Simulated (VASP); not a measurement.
# NaF (Villiaumite) (Fm-3m) in VASP: a series of runs

One crystal, NaF (Villiaumite), is run at these levels: r2SCAN; tasks: single point.

Everything below comes from runs of VASP 6.6.1. Logs are shortened: lines on timing, memory, paths and dates and some standing lists are left out, and cuts for length are marked.

## 1. The structure

The structure is cubic, space group Fm-3m (No. 225). The conventional cell has a = 4.640 Å, b = 4.640 Å, c = 4.640 Å, α = 90.00°, β = 90.00°, γ = 90.00°. Around Na (site symmetry m-3m) lie 6 F at 2.32 Å. Around F (site symmetry m-3m) lie 6 Na at 2.32 Å.

## 2. Single point, r2SCAN

Input file INCAR:

```
PREC     = Accurate       # precision mode
ENCUT    = 450            # plane-wave cutoff, eV
EDIFF    = 1E-6           # SCF threshold, eV
ISMEAR   = 0              # smearing method
SIGMA    = 0.05           # smearing width, eV
LREAL    = F              # projectors in reciprocal space
LASPH    = F              # aspherical terms in the spheres
NELM     = 100            # most SCF steps
ALGO     = Normal         # electronic algorithm
ISIF     = 2              # what is computed and relaxed
LWAVE    = F              # write WAVECAR
LCHARG   = F              # write CHGCAR
METAGGA  = R2SCAN         # meta-GGA
LMIXTAU  = T            
ADDGRID  = F
```

Input file KPOINTS:

```
Automatic mesh
0
Gamma
  5 5 5
```

Input file POSCAR:

```
NaF
1.0
    0.0000000000      2.3200000000      2.3200000000
    2.3200000000      0.0000000000      2.3200000000
    2.3200000000      2.3200000000      0.0000000000
Na F
1 1
Direct
    0.0258840000     -0.0367460000      0.0017760000
    0.4822430000      0.5377660000      0.4799550000
```

Potentials or basis: VASP PAW PBE potentials, release 64 (Na_pv, F).

On the command line:

```
$ cat potpaw_PBE.64/Na_pv/POTCAR potpaw_PBE.64/F/POTCAR > POTCAR
$ mpirun -np 1 vasp_std > vasp.out
```

OUTCAR:

```text
PREC = Accurate
   ENCUT = 450
   EDIFF = 1E-6
   ISMEAR = 0
   LREAL = F
   LASPH = F
   NELM = 100
   ISIF = 2
   METAGGA = R2SCAN
     LASPH = .TRUE.)

 Found     63 irreducible k-points:

 Following reciprocal coordinates:
            Coordinates               Weight
  0.000000  0.000000  0.000000      1.000000
  0.200000  0.000000  0.000000      2.000000
  0.000000  0.200000  0.000000      2.000000
  0.000000  0.000000  0.200000      2.000000
  0.200000  0.200000  0.200000      2.000000
  0.400000  0.000000  0.000000      2.000000
   k-points           NKPTS =     63   k-points in BZ     NKDIM =     63   number of bands    NBANDS=     11
   number of dos      NEDOS =    301   number of ions     NIONS =      2
   total plane-waves  NPLWV =  13824
   dimension x,y,z NGX =    24 NGY =   24 NGZ =   24
   dimension x,y,z NGXF=    48 NGYF=   48 NGZF=   48
   ions per type =               1   1
   NGX,Y,Z   is equivalent  to a cutoff of  12.16, 12.16, 12.16 a.u.
   NGXF,Y,Z  is equivalent  to a cutoff of  24.32, 24.32, 24.32 a.u.
 SYSTEM =  unknown system
   PREC   = accura    normal or accurate (medium, high low for compatibility)
   ISTART =      0    job   : 0-new  1-cont  2-samecut
   ICHARG =      2    charge: 1-file 2-atom 10-const
   ISPIN  =      1    spin polarized calculation?
   LNONCOLLINEAR =      F non collinear calculations
   LSORBIT =      F    spin-orbit coupling
   LASPH  =      F    aspherical Exc in radial PAW
   ENCUT  =  450.0 eV  33.07 Ry    5.75 a.u.   5.67  5.67  5.67*2*pi/ulx,y,z
   NELM   =    100;   NELMIN=  2; NELMDL= -5     # of ELM steps
   EDIFF  = 0.1E-05   stopping-criterion for ELM
   LREAL  =      F    real-space projection
   EDIFFG = 0.1E-04   stopping-criterion for IOM
   NSW    =      0    number of steps for IOM
   IBRION =     -1    ionic relax: 0-MD 1-quasi-New 2-CG
   NFREE  =      0    steps in history (QN), initial steepest desc. (CG)
   ISIF   =      2    stress and relaxation
   ISYM   =      2    0-nonsym 1-usesym 2-fastsym
   POTIM  = 0.5000    time-step for ionic-motion
   TEBEG  =    0.0;   TEEND  =   0.0 temperature during run
   PSTRESS=    0.0 pullay stress
   NELECT =      14.0000    total number of electrons
   NUPDOWN=      -1.0000    fix difference up-down
   EMIN   =  10.00;   EMAX   =-10.00  energy-range for DOS
   EFERMI =   0.00;   METHOD = LEGACY
   ISMEAR =     0;   SIGMA  =   0.05  broadening in eV -4-tet -1-fermi 0-gaus
   EFERMI_NEDOS =   21; number of points for ismear=-14 and -15
   IALGO  =     38    algorithm
   IMIX   =      4    mixing-type and parameters
     AMIX     =   0.40;   BMIX     =  1.00
     AMIX_MAG =   1.60;   BMIX_MAG =  1.00
  volume/ion in A,a.u.               =      12.49        84.27
  Fermi-wavevector in a.u.,A,eV,Ry     =   1.349852  2.550851 24.791186  1.822101
  Thomas-Fermi vector in A             =   2.477405
   LORBIT       =      0    0 simple, 1 ext, 2 COOP (PROOUT), +10 PAW based schemes
   METAGGA = R2SCAN    functional components
   LHFCALC =     F    Hartree Fock is set to
   AEXX    =    0.0000 exact exchange contribution
   IVDW    =     0    specifies the selected vdW correction
   LEPSILON=     F    determine dielectric tensor
   LRPA    =     F    only Hartree local field effects (RPA)
 non-spin polarized calculation
 Gauss-broadening in eV      SIGMA  =   0.05
  energy-cutoff  :      450.00
  volume of cell :       24.97
 maximum number of plane-waves:       552
   NGX = 11   NGY = 11   NGZ = 11

 number of electron      13.9999988 magnetization

 Free energy of the ion-electron system (eV)
  ---------------------------------------------------
  ext. energy  EPLUGINS =         0.00000000
  ---------------------------------------------------
  free energy    TOTEN  =       -12.55352956 eV

  energy without entropy =      -12.55352956  energy(sigma->0) =      -12.55352956

 E-fermi :  -2.4850     XC(G=0):  -9.7398

 val. band max:       -2.7559952897   @ k =   0.0000   0.0000   0.0000
 cond. band min:       4.3838163724   @ k =   0.0000   0.0000   0.0000
 fundamental gap:      7.1398116621
 Fermi energy:        -2.4850451037

 k-point     1 :       0.0000    0.0000    0.0000
  band No.  band energies     occupation
      1     -23.0800      2.00000
      2     -22.2230      2.00000
      3     -22.2209      2.00000
      4     -22.1842      2.00000
      5      -2.7696      2.00000
      6      -2.7676      2.00000
      7      -2.7560      2.00000
      8       4.3838      0.00000
      9      17.0271      0.00000
     10      17.0960      0.00000
     11      17.2194      0.00000

 k-point     2 :       0.2000    0.0000    0.0000
  band No.  band energies     occupation
      1     -23.2381      2.00000
      2     -22.2337      2.00000
      3     -22.2249      2.00000
      4     -21.9772      2.00000
      5      -3.3785      2.00000
      6      -2.8565      2.00000
      7      -2.8403      2.00000
      8       5.6517      0.00000
      9      13.9648      0.00000
     10      17.5991      0.00000
     11      17.7634      0.00000

 k-point     3 :       0.0000    0.2000    0.0000
  band No.  band energies     occupation
      1     -23.2256      2.00000
      2     -22.2270      2.00000
      3     -22.2246      2.00000
      4     -21.9966      2.00000
      5      -3.3736      2.00000
      6      -2.8597      2.00000
      7      -2.8565      2.00000
      8       5.6600      0.00000
      9      14.0253      0.00000
     10      17.6506      0.00000
     11      17.7185      0.00000

 k-point     4 :       0.0000    0.0000    0.2000
  band No.  band energies     occupation
      1     -23.2434      2.00000
      2     -22.2350      2.00000
      3     -22.2266      2.00000
      4     -21.9688      2.00000
      5      -3.3799      2.00000
      6      -2.8537      2.00000
      7      -2.8362      2.00000
      8       5.6485      0.00000
      9      13.9411      0.00000
     10      17.6183      0.00000
     11      17.7423      0.00000

 k-point     5 :       0.2000    0.2000    0.2000
  band No.  band energies     occupation
      1     -23.2451      2.00000
      2     -22.2353      2.00000
      3     -22.2265      2.00000
      4     -21.9670      2.00000
      5      -3.3803      2.00000
      6      -2.8529      2.00000
      7      -2.8351      2.00000
      8       5.6477      0.00000
      9      13.9346      0.00000
     10      17.6280      0.00000
     11      17.7318      0.00000

 k-point     6 :       0.4000    0.0000    0.0000
  band No.  band energies     occupation
      1     -23.4164      2.00000
      2     -22.2393      2.00000
      3     -22.2315      2.00000
      4     -21.7265      2.00000
      5      -4.1657      2.00000
      6      -2.9939      2.00000
      7      -2.9747      2.00000
      8       8.1153      0.00000
      9      11.2689      0.00000
     10      18.2971      0.00000
     11      18.4929      0.00000

 [... further k-points ...]

------------------------ aborting loop because EDIFF is reached ----------------------------------------

  FORCE on cell =-STRESS in cart. coord.  units (eV):
  Direction    XX          YY          ZZ          XY          YZ          ZX
  --------------------------------------------------------------------------------------
  -------------------------------------------------------------------------------------
  Total       -0.4166166     -0.2413637     -0.5976437      0.0788395      0.0398453     -0.0391045
  in kB      -26.7271837    -15.4841921    -38.3406081      5.0577837      2.5561965     -2.5086705
  external PRESSURE =     -26.8506613 kB  Pullay stress =       0.0000000 kB

 VOLUME and BASIS-vectors are now :
 -----------------------------------------------------------------------------
  energy-cutoff  :      450.00
  volume of cell :       24.97
      direct lattice vectors                 reciprocal lattice vectors
     0.000000000  2.320000000  2.320000000    -0.215517241  0.215517241  0.215517241
     2.320000000  0.000000000  2.320000000     0.215517241 -0.215517241  0.215517241
     2.320000000  2.320000000  0.000000000     0.215517241  0.215517241 -0.215517241

 POSITION                                       TOTAL-FORCE (eV/Angst)
 -----------------------------------------------------------------------------------
      2.23887      0.06417      2.29480         0.280463     -0.388115      0.152316
      2.36111      2.23230      2.36642        -0.280463      0.388115     -0.152316
 -----------------------------------------------------------------------------------
    total drift:                               -0.017894     -0.004525     -0.001934

  FREE ENERGIE OF THE ION-ELECTRON SYSTEM (eV)
  ---------------------------------------------------
  free  energy   TOTEN  =       -12.5535295562 eV

  energy  without entropy=      -12.5535295562  energy(sigma->0) =      -12.55352956
```

stdout:

```text
POSCAR found type information on POSCAR NaF
 POSCAR found :  2 types and       2 ions
 scaLAPACK will be used
 -----------------------------------------------------------------------------
|                                                                             |
|                                                                             |
|     You enforced a specific xc type in the INCAR file but a different       |
|     I HOPE YOU KNOW WHAT YOU ARE DOING!                                     |
|                                                                             |
 -----------------------------------------------------------------------------

 LDA part: xc-table for (None), standard interpolation
 POSCAR, INCAR and KPOINTS ok, starting setup
 FFT: planning ... GRIDC
 FFT: planning ... GRID_SOFT
 FFT: planning ... GRID
 WAVECAR not read
 entering main loop
```

It took 41 s on 1 thread of Intel Xeon Platinum 8488C (Sapphire Rapids), shared host; peak memory 0.13 GiB.

These settings aren't checked as converged: the numbers below hold their error.

Results:

- Free energy: -12.5535 eV
- Largest force: 0.502 eV/Å
- Band gap on the k mesh: 7.14 eV, direct

Caveat: the k mesh is coarse (spacing up to 0.47 Å⁻¹), so the values aren't converged; the cutoff is under 1.25 times the usual one of these potentials, so pressure, stress and relaxed cells hold a basis-set (Pulay) error; the PAW data sets were made with another functional, which shifts forces and pressure a little.

## 3. Single point, r2SCAN

Input file INCAR:

```
PREC     = Normal         # precision mode
ENCUT    = 450            # plane-wave cutoff, eV
EDIFF    = 1E-4           # SCF threshold, eV
ISMEAR   = 0              # smearing method
SIGMA    = 0.05           # smearing width, eV
LREAL    = Auto         
LASPH    = T              # aspherical terms in the spheres
NELM     = 100            # most SCF steps
ALGO     = Normal         # electronic algorithm
ISIF     = 2              # what is computed and relaxed
LWAVE    = F              # write WAVECAR
LCHARG   = F              # write CHGCAR
METAGGA  = R2SCAN         # meta-GGA
LMIXTAU  = T            
ADDGRID  = F
```

KPOINTS is that of step 2.

Input file POSCAR:

```
NaF
1.0
    0.0000000000      2.3200000000      2.3200000000
    2.3200000000      0.0000000000      2.3200000000
    2.3200000000      2.3200000000      0.0000000000
Na F
1 1
Direct
    0.0000000000      0.0000000000      0.0000000000
    0.5000000000      0.5000000000      0.5000000000
```

Potentials or basis: VASP PAW PBE potentials, release 64 (Na_pv, F).

On the command line:

```
$ cat potpaw_PBE.64/Na_pv/POTCAR potpaw_PBE.64/F/POTCAR > POTCAR
$ mpirun -np 1 vasp_std > vasp.out
```

Wall time 12 s (1 thread of Intel Xeon Platinum 8488C (Sapphire Rapids), shared host); peak memory 0.11 GiB.

The run converged, but some of its settings lie outside the range that counts as converged, so its numbers aren't taken as properties of the crystal.

Results:

```yaml
Free_energy: -12.6086 eV
Band_gap_on_the_k_mesh: 7.15 eV, direct
```

Caveat: the k mesh is coarse (spacing up to 0.47 Å⁻¹), so the values aren't converged; the cutoff is under 1.25 times the usual one of these potentials, so pressure, stress and relaxed cells hold a basis-set (Pulay) error; the PAW data sets were made with another functional, which shifts forces and pressure a little.

## 4. Single point, r2SCAN

INCAR is that of step 3.

KPOINTS is that of step 3.

Input file POSCAR:

```
NaF
1.0
    0.0000000000      2.3200000000      2.3200000000
    2.3200000000      0.0000000000      2.3200000000
    2.3200000000      2.3200000000      0.0000000000
Na F
1 1
Direct
    0.0258840000     -0.0367460000      0.0017760000
    0.4822430000      0.5377660000      0.4799550000
```

On the command line:

```
$ cat potpaw_PBE.64/Na_pv/POTCAR potpaw_PBE.64/F/POTCAR > POTCAR
$ mpirun -np 1 vasp_std > vasp.out
```

Wall time 34 s (1 thread of Intel Xeon Platinum 8488C (Sapphire Rapids), shared host); peak memory 0.12 GiB.

These settings aren't checked as converged: the numbers below hold their error.

Results:

```
Free energy            : -12.5574 eV
Largest force          : 0.499 eV/Å
Band gap on the k mesh : 7.14 eV, direct
```

Caveat: the k mesh is coarse (spacing up to 0.47 Å⁻¹), so the values aren't converged; the cutoff is under 1.25 times the usual one of these potentials, so pressure, stress and relaxed cells hold a basis-set (Pulay) error; the PAW data sets were made with another functional, which shifts forces and pressure a little.

## 5. Single point, r2SCAN

Input file INCAR:

```
PREC     = Accurate       # precision mode
ENCUT    = 250            # plane-wave cutoff, eV
EDIFF    = 1E-6           # SCF threshold, eV
ISMEAR   = 0              # smearing method
SIGMA    = 0.05           # smearing width, eV
LREAL    = F              # projectors in reciprocal space
LASPH    = T              # aspherical terms in the spheres
NELM     = 100            # most SCF steps
ALGO     = Normal         # electronic algorithm
ISIF     = 2              # what is computed and relaxed
LWAVE    = F              # write WAVECAR
LCHARG   = F              # write CHGCAR
METAGGA  = R2SCAN         # meta-GGA
LMIXTAU  = T            
ADDGRID  = F
```

Input file KPOINTS:

```
Automatic mesh
0
Gamma
  7 7 7
```

Input file POSCAR:

```
NaF
1.0
    0.0000000000      2.3200000000      2.3200000000
    2.3200000000      0.0000000000      2.3200000000
    2.3200000000      2.3200000000      0.0000000000
Na F
1 1
Direct
    0.0000000000      0.0000000000      0.0000000000
    0.5000000000      0.5000000000      0.5000000000
```

On the command line:

```
$ cat potpaw_PBE.64/Na_pv/POTCAR potpaw_PBE.64/F/POTCAR > POTCAR
$ mpirun -np 1 vasp_std > vasp.out
```

It took 14 s on 1 thread of Intel Xeon Platinum 8488C (Sapphire Rapids), shared host; peak memory 0.11 GiB.

The run converged, but a check on its numbers failed (symmetry, net force, bounds or a known fault of this set-up), so they aren't taken as properties of the crystal.

Caveat: the cutoff lies under the usual one of these potentials, so the numbers hold a large basis-set error; a pressure of tens of GPa on the cell as given is suspect, and the run, the potentials or the cell itself is likely at fault; the PAW data sets were made with another functional, which shifts forces and pressure a little.

## 6. For comparison

An earlier run on the cell as given: functional PBEsol; potentials or basis VASP PAW PBE potentials, release 64 (Na_pv, F); cutoff 520 eV; k mesh 10 × 10 × 10; occupations fermi-dirac, width 0.05 eV; no spin polarisation.

* Pressure: -0.3 GPa
* Band gap on the k mesh: 6.14 eV, direct
